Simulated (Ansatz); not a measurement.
Isolated molecules relaxed with PBE0-D4/def2-TZVP in Ansatz; ΔE leaves out vibrations. CBS: MP2 limit from def2 TZ/QZ plus the TZ coupled-cluster correction, frozen cores. DFT in def2-TZVPP. One conformer a species, not always the lowest.

Reaction (ligand exchange at the Si–C bond): `O=C(O)C[SiH3]` + `FCS` → `FCS[SiH3]` + acetic acid

```json
{"level": "ωB97X-V", "ΔE (kcal/mol)": "-14.0"}
{"level": "MP2/def2-QZVPP", "ΔE (kcal/mol)": "-14.9"}
```

Question: What does CCSD(T)/CBS give? (An estimate is asked.)

Answer: The calculation gave: -14.3 kcal/mol. The listed levels differ from it by 0.3, -0.6 kcal/mol.

Largest T1 diagnostic among the species: 0.015.

CCSD(T)/CBS has its own doubt, a few kJ/mol and more with outer-core shells, so smaller differences from it don't rank the levels.
